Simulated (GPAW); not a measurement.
# ZnS (F-43m) in GPAW: settings compared, part 2 of 2

GPAW 26.7.0. The steps go on from the part before.

**3. Single point, PBE**

File run.py:

```python
from ase import Atoms
from ase.dft.bandgap import bandgap
from ase.io import write
from ase.units import GPa
from gpaw import GPAW, PW

atoms = Atoms(['Zn', 'S'],
              cell=[[0.0, 2.702, 2.702],
                    [2.702, 0.0, 2.702],
                    [2.702, 2.702, 0.0]],
              scaled_positions=[[0.75, 0.75, 0.75],
                                [0.0, 0.0, 0.0]],
              pbc=True)

calc = GPAW(mode=PW(600),
            xc='PBE',
            kpts={'size': (9, 9, 9), 'gamma': True},
            occupations={'name': 'methfessel-paxton', 'order': 0, 'width': 0.03},
            nbands=18,
            convergence={'density': 1e-05, 'energy': 1e-05},
            maxiter=150,
            txt='gpaw.txt')
atoms.calc = calc
energy = atoms.get_potential_energy()
forces = atoms.get_forces()
stress = atoms.get_stress()
calc.write('gs.gpw')
write('result.traj', atoms)
print(f'Energy: {energy:.6f} eV')
print('Forces (eV/A):')
print(forces.round(4))
print('Stress (GPa):', (stress / GPa).round(3))
print('Fermi level:', round(calc.get_fermi_level(), 4), 'eV')
print(f'Gap: {bandgap(calc)[0]:.4f} eV, direct: {bandgap(calc, direct=True)[0]:.4f} eV')
```

Potentials or basis: GPAW PAW data sets (gpaw-data 1.2.1), pw.

On the command line:

```bash
OMP_NUM_THREADS=1 python run.py
```

gpaw.txt:

```text
__  _  _
 | _ |_)|_||  |
 |__||  | ||/\| - 26.7.0

Input parameters:
  mode=PW(ecut=600.0),
  convergence={'density': 1e-05, 'energy': 1e-05},
  kpts=MonkhorstPack(size=(9, 9, 9), gamma=True),
  maxiter=150,
  nbands=18,
  occupations=Occupations(name='methfessel-paxton', order=0, width=0.03),
  xc=XC(name='PBE')

Diagonalizing LCAO Hamiltonian
Converting LCAO to pw mode

                    Zn

       S

Atoms  # Å, Bohr magnetons
|   | symbol |        x |        y |        z |    initial magnetic moments |
|---|--------|----------|----------|----------|-----------------------------|
| 0 |     Zn | 4.053000 | 4.053000 | 4.053000 | ( 0.0000,  0.0000,  0.0000) |
| 1 |      S | 0.000000 | 0.000000 | 0.000000 | ( 0.0000,  0.0000,  0.0000) |

Unit cell  # Å
| periodic |        x |        y |        z |  lengths |    angles |
|----------|----------|----------|----------|----------|-----------|
|      yes | 0.000000 | 2.702000 | 2.702000 | 3.821205 | 60.000000 |
|      yes | 2.702000 | 0.000000 | 2.702000 | 3.821205 | 60.000000 |
|      yes | 2.702000 | 2.702000 | 0.000000 | 3.821205 | 60.000000 |

Number of symmetries: 24
Symmetry operations  # r_c * U_cc + t_c -> r_c
|    | kind |            matrix            |
|----|------|------------------------------|
|  0 |  E   |  1, 0, 0,  0, 1, 0,  0, 0, 1 |
|  1 |  σ   |  1, 0, 0,  0, 0, 1,  0, 1, 0 |
|  2 |  σ   |  1, 0,-1,  0, 1,-1,  0, 0,-1 |
|  3 |  C3  |  1, 0,-1,  0, 0,-1,  0, 1,-1 |
|  4 |  C3  |  1,-1, 0,  0,-1, 1,  0,-1, 0 |
|  5 |  σ   |  1,-1, 0,  0,-1, 0,  0,-1, 1 |
|  6 |  σ   |  0, 1, 0,  1, 0, 0,  0, 0, 1 |
|  7 |  C3  |  0, 1, 0,  0, 0, 1,  1, 0, 0 |
|  8 |  C2  |  0, 1,-1,  1, 0,-1,  0, 0,-1 |
|  9 |  S4  |  0, 1,-1,  0, 0,-1,  1, 0,-1 |
| 10 |  C3  |  0, 0, 1,  1, 0, 0,  0, 1, 0 |
| 11 |  σ   |  0, 0, 1,  0, 1, 0,  1, 0, 0 |
| 12 |  S4  |  0, 0,-1,  1, 0,-1,  0, 1,-1 |
| 13 |  C3  |  0, 0,-1,  0, 1,-1,  1, 0,-1 |
| 14 |  S4  |  0,-1, 1,  1,-1, 0,  0,-1, 0 |
| 15 |  C2  |  0,-1, 1,  0,-1, 0,  1,-1, 0 |
| 16 |  C3  |  0,-1, 0,  1,-1, 0,  0,-1, 1 |
| 17 |  S4  |  0,-1, 0,  0,-1, 1,  1,-1, 0 |
| 18 |  S4  | -1, 1, 0, -1, 0, 1, -1, 0, 0 |
| 19 |  C3  | -1, 1, 0, -1, 0, 0, -1, 0, 1 |
| 20 |  C3  | -1, 0, 1, -1, 1, 0, -1, 0, 0 |
| 21 |  S4  | -1, 0, 1, -1, 0, 0, -1, 1, 0 |
| 22 |  σ   | -1, 0, 0, -1, 1, 0, -1, 0, 1 |
| 23 |  C2  | -1, 0, 0, -1, 0, 1, -1, 1, 0 |

BZ-sampling:
  Number of BZ points: 729
  Number of IBZ points: 35

  Monkhorst-Pack size: [9, 9, 9]
  Monkhorst-Pack shift: [0, 0, 0]

K-points  # in reciprocal-cell coordinates
|     |                                coordinates |     weight |
|-----|--------------------------------------------|------------|
[... 78 lines left out ...]
    |   3s |  2.000 |     -17.254 |    0.974 |
    |   3p |  4.000 |      -7.008 |    0.979 |
    |    s |        |       9.957 |    0.974 |
    |    p |        |      20.203 |    0.979 |
    |    d |        |       0.000 |    0.900 |

    Using partial waves for S as LCAO basis

Reference energy: -59718.946550  # eV

eigensolver:
  PPCG
  Converge bands: occupied
  niter=2

density mixing:
  MSR1-Mixer
  Pratt-step length: 0.05
  Maximum mixing coefficient: 0.75
  Old densities: 10
  SVD Regularization: 0.005
  Good broyden scale: 1.0
  Trust region scale: 1.0
  Backstep threshold: 4.0
  History deletion threshold: 6.0
  Fourier metric: weight=20.0, sigma=0.015

occupation numbers:
  Methfessel-Paxton:
    width: 0.0300  # eV
    order: 0

poisson solver:
  ecut: 4800.0  # eV

xc functional:
  name: PBE with 2 nearest neighbor stencil

convergence criteria:
- Maximum integral of absolute [dens]ity change: 1e-05 electrons / valence electron
- Maximum [total energy] change in last 3 cyles: 1e-05 eV / valence electron
- Maximum integral of absolute [eigenst]ate change: 4e-08 eV^2 / valence electron
maximum number of iterations: 150

SCF iterations
|iter     | |      energy | eigst |  dens |
|---------|-|-------------|-------|-------|
|iter:   1| |   -7.291913 | -0.09 |       |
|iter:   2| |   -7.205643 | -1.80 | -1.18 |
|iter:   3| |   -6.921237 | -1.50 | -1.23 |
|iter:   4| |   -6.921903 | -2.66 | -1.79 |
|iter:   5| |   -6.923390 | -3.64 | -2.23 |
|iter:   6| |   -6.923337 | -4.30 | -3.00 |
|iter:   7| |   -6.923362c| -5.20 | -3.52 |
|iter:   8| |   -6.923369c| -5.86 | -3.87 |
|iter:   9| |   -6.923369c| -8.04c| -4.90 |
|iter:  10| |   -6.923369c| -7.59c| -5.36c|

Converged in 10 steps
Energy contributions relative to reference atoms: (reference = -59718.946550)

Energy contributions:
  Kinetic:          10.974489
  Coulomb:          -9.307937
  Zero:              0.056342
  External:          0.000000
  Xc:               -8.646264
  Entropy:          -0.000000
  Spinorbit:         0.000000
  ----------------------------
  Free energy:      -6.923369
  Extrapolated:     -6.923369

dipole moment: (-14.590608, -14.590608, -14.590608)  # |e|*Ang

Fermi level: 4.497
Eigenvalues  # (at kpt = [0.000, 0.000, 0.000])
| band index |      eig [eV] | occ [0-2] |
|------------|---------------|-----------|
|          0 |        -9.388 |     2.000 |
|          1 |        -2.563 |     2.000 |
|          2 |        -2.563 |     2.000 |
|          3 |        -2.563 |     2.000 |
|          4 |        -2.069 |     2.000 |
|          5 |        -2.069 |     2.000 |
[... 10 lines left out ...]
|         16 |        18.294 |     0.000 |
|         17 |        18.294 |     0.000 |

Gap: 2.104 eV
Transition (v -> c):
  (s=0, k=0, n=8, [0.00, 0.00, 0.00]) -> (s=0, k=0, n=9, [0.00, 0.00, 0.00])
No difference between direct/indirect transitions

Forces  # eV/Ang
|       x |        y |       z |
|---------|----------|---------|
| 0.00000 |  0.00000 | 0.00000 |  # Zn   0
| 0.00000 | -0.00000 | 0.00000 |  # S    1

Stress tensor  # eV/Ang^3
|         x |         y |         z |
|-----------|-----------|-----------|
| -0.010136 |  0.000000 |  0.000000 |
|  0.000000 | -0.010136 |  0.000000 |
|  0.000000 |  0.000000 | -0.010136 |

# Writing to gs.gpw (mode='')
```

stdout:

```text
Energy: -6.923369 eV
Forces (eV/A):
[[ 0.  0.  0.]
 [ 0. -0.  0.]]
Stress (GPa): [-1.624 -1.624 -1.624  0.     0.     0.   ]
Fermi level: 4.4967 eV
Gap: 2.1040 eV, direct: 2.1040 eV
```

Wall time 16 s (1 thread of Arm Neoverse V2, shared host); peak memory 0.16 GiB.

Results:

```
Free energy            : -6.9234 eV
Pressure               : 1.6 GPa
Band gap on the k mesh : 2.10 eV, direct
```

**4. Single point, RPBE**

Changes to run.py since step 3:

```diff
@@ -15,5 +15,5 @@
 calc = GPAW(mode=PW(600),
-            xc='PBE',
+            xc='RPBE',
             kpts={'size': (9, 9, 9), 'gamma': True},
-            occupations={'name': 'methfessel-paxton', 'order': 0, 'width': 0.03},
+            occupations={'name': 'methfessel-paxton', 'order': 0, 'width': 0.05},
             nbands=18,
```

Potentials or basis: the program's PAW data sets (release 1.2.1) made for this functional, pw.

On the command line:

```bash
OMP_NUM_THREADS=1 python run.py
```

It took 16 s on 1 thread of Arm Neoverse V2, shared host; peak memory 0.16 GiB.

It converged, with:

```
Free energy            : -6.2238 eV
Pressure               : 4.5 GPa
Band gap on the k mesh : 2.27 eV, direct
```

Levels at points of the mesh, in eV from the valence-band top:
| k point | band 7 | band 8 | band 9 | band 10 | band 11 | band 12 |
| --- | --- | --- | --- | --- | --- | --- |
| (0.00, 0.00, 0.00) | 0.00 | 0.00 | 0.00 | 2.27 | 6.44 | 6.44 |

**5. Single point, PBEsol**

File run.py:

```python
from ase.dft.bandgap import bandgap
from ase.io import read, write
from ase.units import Bohr, GPa
from gpaw import GPAW, PW, setup_paths
from gpaw.elf import elf_from_dft_calculation

setup_paths.insert(0, '.')

atoms = read('POSCAR')

calc = GPAW(mode=PW(600),
            xc='PBEsol',
            kpts={'size': (9, 9, 9), 'gamma': True},
            occupations={'name': 'methfessel-paxton', 'order': 0, 'width': 0.1},
            nbands=18,
            convergence={'density': 1e-05, 'energy': 1e-05},
            maxiter=150,
            txt='gpaw.txt')
atoms.calc = calc
energy = atoms.get_potential_energy()
forces = atoms.get_forces()
stress = atoms.get_stress()
calc.write('gs.gpw')
write('result.traj', atoms)
print(f'Energy: {energy:.6f} eV')
print('Forces (eV/A):')
print(forces.round(4))
print('Stress (GPa):', (stress / GPa).round(3))
print('Fermi level:', round(calc.get_fermi_level(), 4), 'eV')
print(f'Gap: {bandgap(calc)[0]:.4f} eV, direct: {bandgap(calc, direct=True)[0]:.4f} eV')

# fields on the real-space grid
write('density.cube', atoms, data=calc.get_pseudo_density() * Bohr**3)
write('potential.cube', atoms, data=calc.get_electrostatic_potential())
write('elf.cube', atoms, data=elf_from_dft_calculation(calc).data)
```

File POSCAR:

```
ZnS
1.0
    0.0000000000      2.7020000000      2.7020000000
    2.7020000000      0.0000000000      2.7020000000
    2.7020000000      2.7020000000      0.0000000000
Zn S
1 1
Direct
    0.7500000000      0.7500000000      0.7500000000
    0.0000000000      0.0000000000      0.0000000000
```

Potentials or basis: PAW data sets generated in the run's folder for this functional, pw.

On the command line:

```bash
gpaw-setup -f PBEsol S Zn
OMP_NUM_THREADS=1 python run.py
```

Wall time 20 s (1 thread of Arm Neoverse V2, shared host); peak memory 0.16 GiB.

The run converged. Its results:

- Free energy: -7.6554 eV
- Pressure: -2.0 GPa
- Band gap on the k mesh: 1.97 eV, direct

Levels at points of the mesh, in eV from the valence-band top:
```csv
k point,band 6,band 7,band 8,band 9,band 10,band 11,band 12,band 13
"(0.00, 0.00, 0.00)",-5.86,0.00,0.00,0.00,1.97,6.27,6.27,6.27
```

**6. Overview**

```csv
level,potentials or basis,smearing,gap on the mesh (eV),pressure (GPa)
PBE,"GPAW PAW data sets (gpaw-data 1.2.1), pw",gaussian 0.029 eV,2.10,1.6
PBE,"GPAW PAW data sets (gpaw-data 1.2.1), pw",gaussian 0.03 eV,2.10,1.6
RPBE,"the program's PAW data sets (release 1.2.1) made for this functional, pw",gaussian 0.05 eV,2.27,4.5
PBEsol,"PAW data sets generated in the run's folder for this functional, pw",gaussian 0.1 eV,1.97,-2.0
```

Alike in all rows: task single point; no spin polarisation; cell as given; k mesh 9 × 9 × 9; cutoff (eV) 600.

Total energies depend on the potentials used, so only differences within one code and one set of settings carry meaning.

**7. How close it comes**

Step 2. Measured gap of ZnS: 3.85 eV (direct; 19 K; quoted in “Electronic, vibrational, and thermodynamic properties of ZnS (zincblende and rocksalt structure)”, 2009, arxiv:0911.5022). This calculation gives 2.10 eV (-1.75 eV). The value is that of PBE, without temperature or zero-point motion. Semilocal functionals fall short of measured gaps as a rule.

Step 3. Measured gap of ZnS: 3.85 eV (direct; 19 K; quoted in “Electronic, vibrational, and thermodynamic properties of ZnS (zincblende and rocksalt structure)”, 2009, arxiv:0911.5022). This calculation gives 2.10 eV (-1.75 eV). The value is that of PBE, without temperature or zero-point motion. Semilocal functionals fall short of measured gaps as a rule.

Step 4. Against the measured gap of ZnS, 3.85 eV (direct; 19 K; quoted in “Electronic, vibrational, and thermodynamic properties of ZnS (zincblende and rocksalt structure)”, 2009, arxiv:0911.5022), the calculated 2.27 eV is off by -1.58 eV. The value is that of RPBE, without temperature or zero-point motion. Semilocal functionals fall short of measured gaps as a rule.

Step 5. A measured gap of ZnS is 3.85 eV (direct; 19 K; quoted in “Electronic, vibrational, and thermodynamic properties of ZnS (zincblende and rocksalt structure)”, 2009, arxiv:0911.5022); the calculated 1.97 eV misses it by -1.88 eV. The value is that of PBEsol, without temperature or zero-point motion. Semilocal functionals fall short of measured gaps as a rule.
